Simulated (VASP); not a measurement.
# CdGeAs2 (I-42d) in VASP: notebook, part 2 of 2

VASP 6.6.1. The steps go on from the part before.

### Step 4. Relaxation of cell and atoms, LDA

File INCAR:

```
PREC = Accurate ; ENCUT = 600
EDIFF = 1E-6 ; ISMEAR = 0
SIGMA = 0.03 ; LREAL = F
LASPH = T ; NELM = 80
ALGO = Normal ; ISIF = 3
LWAVE = F ; LCHARG = F
IBRION = 2 ; NSW = 90
EDIFFG = -0.01 ; KPAR = 2
```

File KPOINTS:

```
Automatic mesh
0
Gamma
  8 8 8
```

File POSCAR:

```
CdGeAs2
1.0
   -2.9888745628      2.9888745628      5.6642966801
    2.9888745628     -2.9888745628      5.6642966801
    2.9888745628      2.9888745628     -5.6642966801
Cd Ge As
2 2 4
Direct
    0.2500000000      0.7500000000      0.5000000000
    0.5000000000      0.5000000000      0.0000000000
    0.0000000000      0.0000000000      0.0000000000
    0.7500000000      0.2500000000      0.5000000000
    0.8750000000      0.3462175700      0.9712175700
    0.6537824300      0.6250000000      0.5287824300
    0.3750000000      0.9037824300      0.0287824300
    0.0962175700      0.1250000000      0.4712175700
```

Potentials or basis: VASP PAW LDA potentials, release 64 (Cd, Ge_d, As).

Launch:

```console
$ cat potpaw_LDA.64/Cd/POTCAR potpaw_LDA.64/Ge_d/POTCAR potpaw_LDA.64/As/POTCAR > POTCAR
$ mpirun -np 2 vasp_std > vasp.out
```

OUTCAR:

```text
PREC = Accurate
   ENCUT = 600
   EDIFF = 1E-6
   ISMEAR = 0
   LREAL = F
   LASPH = T
   NELM = 80
   ISIF = 3
   IBRION = 2
   NSW = 90
   EDIFFG = -0.01

 ion  position               nearest neighbor table
   1  0.250  0.750  0.500-   7 2.65   6 2.65   8 2.65   5 2.65
   2  0.500  0.500  0.000-   6 2.65   5 2.65   7 2.65   8 2.65
   3  0.000  0.000  0.000-   6 2.45   5 2.45   7 2.45   8 2.45
   4  0.750  0.250  0.500-   7 2.45   6 2.45   5 2.45   8 2.45
   5  0.875  0.346  0.971-   3 2.45   4 2.45   1 2.65   2 2.65
   6  0.654  0.625  0.529-   3 2.45   4 2.45   1 2.65   2 2.65
   7  0.375  0.904  0.029-   4 2.45   3 2.45   2 2.65   1 2.65
   8  0.096  0.125  0.471-   3 2.45   4 2.45   2 2.65   1 2.65

  LATTYP: Found a body centered tetragonal cell.
 ALAT       =     5.9777491256
 C/A-ratio  =     1.8951269319

  Lattice vectors:

 A1 = (  -2.9888745628,   2.9888745628,   5.6642966801)
 A2 = (   2.9888745628,  -2.9888745628,   5.6642966801)
 A3 = (   2.9888745628,   2.9888745628,  -5.6642966801)

Analysis of symmetry for initial positions (statically):
=====================================================================
 Subroutine PRICEL returns:
 Original cell was already a primitive cell.

 Routine SETGRP: Setting up the symmetry group for a
 body centered tetragonal supercell.

 Subroutine GETGRP returns: Found  8 space group operations
 (whereof  4 operations were pure point group operations)
 out of a pool of 16 trial point group operations.

The static configuration has the point symmetry S_4 .
 The point group associated with its full space group is D_2d.

Analysis of symmetry for dynamics (positions and initial velocities):
=====================================================================
 Subroutine PRICEL returns:
 Original cell was already a primitive cell.

 Routine SETGRP: Setting up the symmetry group for a
 body centered tetragonal supercell.

 Subroutine GETGRP returns: Found  8 space group operations
 (whereof  4 operations were pure point group operations)
 out of a pool of 16 trial point group operations.

The dynamic configuration has the point symmetry S_4 .
 The point group associated with its full space group is D_2d.

 Subroutine INISYM returns: Found  8 space group operations
 (whereof  4 operations are pure point group operations),
 and found     1 'primitive' translations

----------------------------------------------------------------------------------------

                                     Primitive cell

  volume of cell :     202.4051

  direct lattice vectors                    reciprocal lattice vectors
    -2.988874563  2.988874563  5.664296680     0.000000000  0.167287047  0.088272212
     2.988874563 -2.988874563  5.664296680     0.167287047  0.000000000  0.088272212
     2.988874563  2.988874563 -5.664296680     0.167287047  0.167287047  0.000000000

  length of vectors
     7.067602082  7.067602082  7.067602082     0.189147931  0.189147931  0.236579611

  position of ions in fractional coordinates (direct lattice)
     0.250000000  0.750000000  0.500000000
     0.500000000  0.500000000  0.000000000
     0.000000000  0.000000000  0.000000000
     0.750000000  0.250000000  0.500000000
     0.875000000  0.346217570  0.971217570
     0.653782430  0.625000000  0.528782430
     0.375000000  0.903782430  0.028782430
     0.096217570  0.125000000  0.471217570

[... 44 lines left out ...]
  0.125000  0.125000  0.000000      8.000000
[... 16 lines left out ...]
  0.250000  0.125000  0.125000     16.000000
  0.375000  0.125000  0.125000      8.000000
 [... further k-points ...]
   k-points           NKPTS =     59   k-points in BZ     NKDIM =     59   number of bands    NBANDS=     43
   number of dos      NEDOS =    301   number of ions     NIONS =      8
   total plane-waves  NPLWV = 175616
   dimension x,y,z NGX =    56 NGY =   56 NGZ =   56
   dimension x,y,z NGXF=   112 NGYF=  112 NGZF=  112
   ions per type =               2   2   4
   NGX,Y,Z   is equivalent  to a cutoff of  13.17, 13.17, 13.17 a.u.
   NGXF,Y,Z  is equivalent  to a cutoff of  26.34, 26.34, 26.34 a.u.
 SYSTEM =  unknown system
   PREC   = accura    normal or accurate (medium, high low for compatibility)
   ISTART =      0    job   : 0-new  1-cont  2-samecut
   ICHARG =      2    charge: 1-file 2-atom 10-const
   ISPIN  =      1    spin polarized calculation?
   LNONCOLLINEAR =      F non collinear calculations
   LSORBIT =      F    spin-orbit coupling
   LASPH  =      T    aspherical Exc in radial PAW
   ENCUT  =  600.0 eV  44.10 Ry    6.64 a.u.  14.12 14.12 14.12*2*pi/ulx,y,z
   NELM   =     80;   NELMIN=  2; NELMDL= -5     # of ELM steps
   EDIFF  = 0.1E-05   stopping-criterion for ELM
   LREAL  =      F    real-space projection
   EDIFFG = -.1E-01   stopping-criterion for IOM
   NSW    =     90    number of steps for IOM
   IBRION =      2    ionic relax: 0-MD 1-quasi-New 2-CG
   NFREE  =      1    steps in history (QN), initial steepest desc. (CG)
   ISIF   =      3    stress and relaxation
   ISYM   =      2    0-nonsym 1-usesym 2-fastsym
   POTIM  = 0.5000    time-step for ionic-motion
   TEBEG  =    0.0;   TEEND  =   0.0 temperature during run
   PSTRESS=    0.0 pullay stress
   NELECT =      72.0000    total number of electrons
   NUPDOWN=      -1.0000    fix difference up-down
   EMIN   =  10.00;   EMAX   =-10.00  energy-range for DOS
   EFERMI =   0.00;   METHOD = LEGACY
   ISMEAR =     0;   SIGMA  =   0.03  broadening in eV -4-tet -1-fermi 0-gaus
   EFERMI_NEDOS =   21; number of points for ismear=-14 and -15
   IALGO  =     38    algorithm
   IMIX   =      4    mixing-type and parameters
     AMIX     =   0.40;   BMIX     =  1.00
     AMIX_MAG =   1.60;   BMIX_MAG =  1.00
  volume/ion in A,a.u.               =      25.30       170.74
  Fermi-wavevector in a.u.,A,eV,Ry     =   1.159966  2.192018 18.306922  1.345521
  Thomas-Fermi vector in A             =   2.296553
   LORBIT       =      0    0 simple, 1 ext, 2 COOP (PROOUT), +10 PAW based schemes
   GGA     = CA    functional components
   LHFCALC =     F    Hartree Fock is set to
   AEXX    =    0.0000 exact exchange contribution
   IVDW    =     0    specifies the selected vdW correction
   LEPSILON=     F    determine dielectric tensor
   LRPA    =     F    only Hartree local field effects (RPA)
 conjugate gradient relaxation of ions
 non-spin polarized calculation
 Gauss-broadening in eV      SIGMA  =   0.03
  energy-cutoff  :      600.00
  volume of cell :      202.41
 maximum number of plane-waves:      6784
   NGX = 29   NGY = 29   NGZ = 29

--------------------------------------- Ionic step        1  -------------------------------------------

 number of electron      71.9999996 magnetization

 Free energy of the ion-electron system (eV)
  ---------------------------------------------------
  ext. energy  EPLUGINS =         0.00000000
  ---------------------------------------------------
  free energy    TOTEN  =       -35.33075346 eV

  energy without entropy =      -35.33075187  energy(sigma->0) =      -35.33075267

------------------------ aborting loop because EDIFF is reached ----------------------------------------

  FORCE on cell =-STRESS in cart. coord.  units (eV):
  Direction    XX          YY          ZZ          XY          YZ          ZX
  --------------------------------------------------------------------------------------
  -------------------------------------------------------------------------------------
  Total       -2.9904775     -2.9904775     -2.6649126      0.0000000     -0.0000000      0.0000000
  in kB      -23.6717168    -23.6717168    -21.0946436      0.0000000     -0.0000000      0.0000000
  external PRESSURE =     -22.8126924 kB  Pullay stress =       0.0000000 kB
[... 323 lines left out ...]
--------------------------------------- Ionic step        9  -------------------------------------------

 number of electron      72.0000008 magnetization

 Free energy of the ion-electron system (eV)
  ---------------------------------------------------
  ext. energy  EPLUGINS =         0.00000000
  ---------------------------------------------------
  free energy    TOTEN  =       -35.39989544 eV

  energy without entropy =      -35.39989464  energy(sigma->0) =      -35.39989504

 E-fermi :   3.1830     XC(G=0):  -9.8102

 val. band max:        3.1069646015   @ k =   0.1250  -0.0000   0.0000
 cond. band min:       3.2465563115   @ k =   0.0000   0.0000   0.0000
 fundamental gap:      0.1395917099
 Fermi energy:         3.1829655396

 k-point     1 :       0.0000    0.0000    0.0000
  band No.  band energies     occupation
      1     -21.8860      2.00000
      2     -21.8860      2.00000
      3     -21.8858      2.00000
      4     -21.8814      2.00000
      5     -21.8784      2.00000
      6     -21.8784      2.00000
[... 1093 lines left out ...]
     42       6.9616      0.00000
     43       7.0311      0.00000

 [... further k-points ...]
[... 5 lines left out ...]
  --------------------------------------------------------------------------------------
  -------------------------------------------------------------------------------------
  Total       -0.0410854     -0.0410854      0.0199755      0.0000000     -0.0000000      0.0000000
  in kB       -0.3379337     -0.3379337      0.1643014      0.0000000     -0.0000000      0.0000000
  external PRESSURE =      -0.1705220 kB  Pullay stress =       0.0000000 kB
[... 23 lines left out ...]
  FREE ENERGIE OF THE ION-ELECTRON SYSTEM (eV)
  ---------------------------------------------------
  free  energy   TOTEN  =       -35.3998954445 eV

  energy  without entropy=      -35.3998946431  energy(sigma->0) =      -35.39989504

 reached required accuracy - stopping structural energy minimisation
```

Run time: 23 min. Hardware: 2 MPI ranks of Intel Xeon Platinum 8488C (Sapphire Rapids), shared host; peak memory 0.74 GiB.

What came out:

| Property | Result |
| --- | --- |
| Free energy | -35.3999 eV |
| Relaxed volume | 24.35 Å³/atom |
| Relaxed cell | a = 6.992 Å, b = 6.992 Å, c = 6.992 Å, α = 130.19°, β = 130.19°, γ = 73.10° |
| Space group after relaxing (to 0.05 Å) | I-42d (No. 122) |
| Energy gained by relaxing | 8.6 meV/atom |
| Ionic steps | 9 |
| Pressure after relaxing | 0.0 GPa |
| Band gap on the k mesh | 0.14 eV, indirect (least direct gap 0.21 eV) |

Forces in eV/Å, atoms in the order of the input:
```
Cd   0.000  0.000  0.000
Cd   0.000  0.000  0.000
Ge   0.000  0.000  0.000
Ge   0.000  0.000  0.000
As   0.003  0.000  0.000
As   0.000 -0.003  0.000
As  -0.003  0.000  0.000
As   0.000  0.003  0.000
```

Step by step:
| step | energy change (eV) | largest force (eV/Å) | pressure (GPa) | volume (Å³) |
| --- | --- | --- | --- | --- |
| 1 | 0.0000 | 0.2115 | -2.28 | 202.41 |
| 2 | -0.0554 | 0.1680 | 0.97 | 192.03 |
| 3 | -0.0620 | 0.1811 | 0.10 | 194.47 |
| 4 | -0.0619 | 0.1802 | 0.17 | 194.32 |
| 5 | -0.0670 | 0.0911 | 0.12 | 194.38 |
| 6 | -0.0688 | 0.0043 | 0.08 | 194.45 |
| 7 | -0.0690 | 0.0011 | -0.05 | 194.86 |
| 8 | -0.0690 | 0.0012 | -0.06 | 194.86 |
| 9 | -0.0691 | 0.0030 | -0.02 | 194.79 |

Final structure:
```cif
data_structure
_symmetry_space_group_name_H-M 'P 1'
_symmetry_Int_Tables_number 1
_cell_length_a 6.9922
_cell_length_b 6.9922
_cell_length_c 6.9922
_cell_angle_alpha 130.193
_cell_angle_beta 130.193
_cell_angle_gamma 73.099
_cell_volume 194.79
loop_
_atom_site_label
_atom_site_type_symbol
_atom_site_fract_x
_atom_site_fract_y
_atom_site_fract_z
_atom_site_occupancy
Cd1 Cd 0.25000 0.75000 0.50000 1
Cd2 Cd 0.50000 0.50000 0.00000 1
Ge1 Ge 0.00000 0.00000 0.00000 1
Ge2 Ge 0.75000 0.25000 0.50000 1
As1 As 0.87500 0.35060 0.97560 1
As2 As 0.64940 0.62500 0.52440 1
As3 As 0.37500 0.89940 0.02440 1
As4 As 0.10060 0.12500 0.47560 1
```

Levels at points of the mesh, in eV from the valence-band top:
| k point | band 33 | band 34 | band 35 | band 36 | band 37 | band 38 | band 39 | band 40 |
| --- | --- | --- | --- | --- | --- | --- | --- | --- |
| (0.00, 0.00, 0.00) | -2.24 | -0.14 | -0.07 | -0.07 | 0.14 | 1.22 | 1.69 | 2.90 |
| (0.50, 0.00, 0.00) | -2.19 | -1.59 | -1.33 | -0.70 | 1.85 | 2.05 | 2.63 | 3.42 |
| (0.50, 0.50, 0.00) | -1.10 | -1.10 | -0.57 | -0.57 | 0.65 | 0.65 | 2.51 | 2.51 |
| (0.50, 0.50, 0.50) | -1.87 | -1.87 | -1.05 | -1.05 | 1.32 | 1.32 | 1.52 | 1.52 |

### Step 5. Relaxation of cell and atoms, LDA

This run uses another cell than the first one, of 24.35 Å³/atom, 0.962 times its volume.

File INCAR:

```
PREC = Accurate ; ENCUT = 600
EDIFF = 1E-7 ; ISMEAR = 0
SIGMA = 0.03 ; LREAL = F
LASPH = T ; NELM = 80
ALGO = Normal ; ISIF = 3
LWAVE = F ; LCHARG = F
IBRION = 2 ; NSW = 90
EDIFFG = -0.005 ; KPAR = 2
```

KPOINTS is that of step 4.

File POSCAR:

```
CdGeAs2                                 
1.0
   -2.9443865969      2.9443865969      5.6171551571
    2.9443865969     -2.9443865969      5.6171551571
    2.9443865969      2.9443865969     -5.6171551571
  Cd              Ge              As            
     2     2     4
Direct
     0.2500000000000000    0.7500000000000000    0.5000000000000000
     0.5000000000000000    0.5000000000000000    0.0000000000000000
     0.0000000000000000    0.0000000000000000    0.0000000000000000
     0.7500000000000000    0.2500000000000000    0.5000000000000000
     0.8750000000000000    0.3506002019173967    0.9756002019173966
     0.6493997980826034    0.6250000000000000    0.5243997980826034
     0.3750000000000000    0.8993997980826034    0.0243997980826033
     0.1006002019173967    0.1250000000000000    0.4756002019173967
```

Launch:

```console
$ cat potpaw_LDA.64/Cd/POTCAR potpaw_LDA.64/Ge_d/POTCAR potpaw_LDA.64/As/POTCAR > POTCAR
$ mpirun -np 2 vasp_std > vasp.out
```

Wall time 10 min (2 MPI ranks of Intel Xeon Platinum 8488C (Sapphire Rapids), shared host); peak memory 0.72 GiB.

It converged, with:

- Free energy: -35.3984 eV
- Relaxed volume: 24.34 Å³/atom
- Relaxed cell: a = 6.994 Å, b = 6.994 Å, c = 6.994 Å, α = 130.23°, β = 130.23°, γ = 73.04°
- Space group after relaxing (to 0.05 Å): I-42d (No. 122)
- Energy gained by relaxing: 0.0 meV/atom
- Ionic steps: 4
- Pressure after relaxing: 0.0 GPa
- Band gap on the k mesh: 0.14 eV, indirect (least direct gap 0.20 eV)

Final structure:
```
Cd Ge As
1.0
    -2.94292    2.94292    5.62071
     2.94292   -2.94292    5.62071
     2.94292    2.94292   -5.62071
Cd Ge As
2 2 4
Cartesian
  2.9429 0.0000 2.8104
  2.9429 2.9429 0.0000
  0.0000 5.8858 0.0000
  0.0000 2.9429 2.8104
  1.3283 4.4144 1.4052
  1.4715 1.6147 4.2155
  1.6147 -1.4715 7.0259
  1.4715 1.3283 -1.4052
```

Levels at points of the mesh, in eV from the valence-band top:
| k point | band 34 | band 35 | band 36 | band 37 | band 38 | band 39 |
| --- | --- | --- | --- | --- | --- | --- |
| (0.00, 0.00, 0.00) | -0.14 | -0.07 | -0.07 | 0.14 | 1.23 | 1.70 |
| (0.50, 0.00, 0.00) | -1.59 | -1.33 | -0.70 | 1.85 | 2.05 | 2.62 |
| (0.50, 0.50, 0.00) | -1.09 | -0.57 | -0.57 | 0.65 | 0.65 | 2.52 |
| (0.50, 0.50, 0.50) | -1.86 | -1.04 | -1.04 | 1.32 | 1.32 | 1.51 |
